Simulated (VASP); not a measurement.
## Be: single point with PBE

Be:

```
CELL_PARAMETERS angstrom
7.19763 0.00000 0.00000
-3.59881 6.23333 0.00000
0.00000 0.00000 7.51912
ATOMIC_POSITIONS crystal
Be 0.03215 0.02952 0.98311
Be 0.16737 0.30587 0.22673
Be 0.98134 0.00764 0.50796
Be 0.14190 0.23252 0.76077
Be 0.99859 0.29987 0.00202
Be 0.12593 0.53684 0.15306
Be 0.03619 0.34263 0.50791
Be 0.10472 0.49604 0.76086
Be 0.98826 0.63263 0.93280
Be 0.02050 0.85280 0.22257
Be 0.00240 0.55518 0.38947
Be 0.14701 0.97391 0.73360
Be 0.44812 0.08567 0.01265
Be 0.52203 0.33685 0.28862
Be 0.33032 0.04757 0.47208
Be 0.51018 0.28012 0.71794
Be 0.38055 0.34107 0.00876
Be 0.55799 0.64158 0.27136
Be 0.29758 0.27314 0.55339
Be 0.41534 0.51438 0.76784
Be 0.31286 0.62516 0.95706
Be 0.43716 0.88105 0.27814
Be 0.31551 0.60781 0.48611
Be 0.41432 0.84093 0.72407
Be 0.68187 0.01903 0.98411
Be 0.78258 0.29147 0.22787
Be 0.69325 0.99193 0.46674
Be 0.80440 0.22367 0.72880
Be 0.67809 0.32836 0.96968
Be 0.77575 0.60122 0.17311
Be 0.67671 0.29880 0.52332
Be 0.90713 0.60642 0.65594
Be 0.65042 0.73123 0.00536
Be 0.77173 0.91349 0.23906
Be 0.66477 0.66218 0.48785
Be 0.76976 0.88211 0.80235
```

The cell was built by a generator and needn't be a form met in nature.

```
Program             : VASP 6.6.1
Task                : single point
Functional          : PBE
Potentials or basis : VASP PAW PBE potentials, release 64 (Be)
Cutoff              : 520 eV
k mesh              : 2 × 2 × 2
Occupations         : fermi-dirac, width 0.36 eV
Spin                : no spin polarisation
```

The pressure is 1.3 GPa, the largest force is 5.419 eV/Å and the band gap on the k mesh is none (metal or under the smearing width).

Forces on the atoms (eV/Å):
```
Be  -0.071 -0.878  0.917
Be   0.954 -1.704  1.632
Be   0.613 -0.370 -0.222
Be  -2.292  0.054  1.364
Be  -0.363 -0.138 -1.501
Be  -2.035  2.557  2.168
Be  -0.594 -2.266  0.680
Be   0.399  1.067 -1.024
Be  -0.119  1.056  0.697
Be   3.101  1.748  0.843
Be  -1.658  1.824 -0.216
Be   1.290 -1.663  0.007
Be  -2.901 -3.200  0.453
Be  -1.100 -0.881 -0.078
Be   1.414 -1.819 -0.237
Be  -0.463 -0.834  2.650
Be  -0.120  0.582 -0.040
Be  -4.366 -2.223 -2.316
Be  -0.444  1.926 -2.093
Be   0.752  1.698 -1.381
Be   0.463  0.830  0.622
Be   0.033 -0.249 -1.217
Be   0.809  0.837 -0.352
Be   0.042  0.630  0.181
Be  -0.237  0.810  0.437
Be   0.903 -1.158 -0.010
Be  -1.236  0.169  1.610
Be  -0.108 -0.630  0.790
Be   1.485  3.016 -0.287
Be   1.365 -2.269 -0.118
Be   0.852  0.719 -2.855
Be  -0.666 -0.271  0.065
Be   0.175 -2.062  1.096
Be   1.332  2.351 -0.738
Be   1.678 -0.046  2.699
Be   1.117  0.789 -4.227
```

Stress tensor (GPa, compression positive):
```
-0.68 -1.46  0.02
-1.46  2.32 -2.04
 0.02 -2.04  2.24
```

Levels at points of the mesh, in eV from the Fermi level:
```csv
k point,band 34,band 35,band 36,band 37,band 38,band 39
"(0.00, 0.00, 0.00)",-0.37,-0.16,0.08,0.21,0.25,0.46
"(0.50, 0.00, 0.00)",-0.67,-0.45,-0.03,0.41,0.49,0.80
"(0.00, 0.50, 0.00)",-0.83,-0.37,-0.12,0.03,0.40,0.60
"(0.50, 0.50, 0.00)",-0.54,-0.43,-0.06,0.22,0.49,0.68
"(0.00, 0.00, 0.50)",-0.77,-0.51,-0.48,-0.20,0.02,0.08
"(0.50, 0.00, 0.50)",-0.77,-0.55,-0.23,0.21,0.54,0.77
"(0.00, 0.50, 0.50)",-0.92,-0.77,-0.28,0.51,0.77,1.01
"(0.50, 0.50, 0.50)",-0.67,-0.54,-0.32,0.52,0.70,0.87
```

Run time: 3 min on 1 thread of Intel(R) Xeon(R) 6975P-C (Granite Rapids), with other jobs on the host, peak memory 0.42 GiB.

Caveat: the k mesh is coarse (spacing up to 0.50 Å⁻¹), so the values aren't converged; forces of over 1 eV/Å show positions far from the minimum, so gaps and moduli don't describe the material at rest.
